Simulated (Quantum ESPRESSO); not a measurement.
## HfC in Quantum ESPRESSO: the effect of target pressure

The system is HfC.

```
CELL_PARAMETERS angstrom
0.00000 2.32500 2.32500
2.32500 0.00000 2.32500
2.32500 2.32500 0.00000
ATOMIC_POSITIONS crystal
Hf 0.50000 0.50000 0.50000
C 0.00000 0.00000 0.00000
```

Alike in all runs:

| Item | Value |
| --- | --- |
| Program | Quantum ESPRESSO 7.5 |
| Task | phonons |
| Functional | LDA |
| Potentials or basis | GBRV 1.5 LDA |
| Cutoff | 612 eV |
| Density cutoff | 4898 eV |
| k mesh | 10 × 10 × 10 |
| Occupations | cold, width 0.2 eV |
| Spin | no spin polarisation |

Each run relaxes the cell or the atoms first.

One run gave: relaxed volume 11.78 Å³/atom; highest phonon frequency 485 cm⁻¹. Which target pressure did it use?
A. 0 GPa
B. 5 GPa
C. 10 GPa
D. 2 GPa
E. 15 GPa

B.

| target pressure | relaxed volume (Å³/atom) | highest phonon frequency (cm⁻¹) |
| --- | --- | --- |
| 0 GPa | 11.99 | 464 |
| 2 GPa | 11.90 | 473 |
| 5 GPa | 11.78 | 485 |
| 10 GPa | 11.58 | 503 |
| 15 GPa | 11.40 | 520 |

Caveats: the cell is more than 3 GPa from zero pressure, which shifts response properties (some runs).
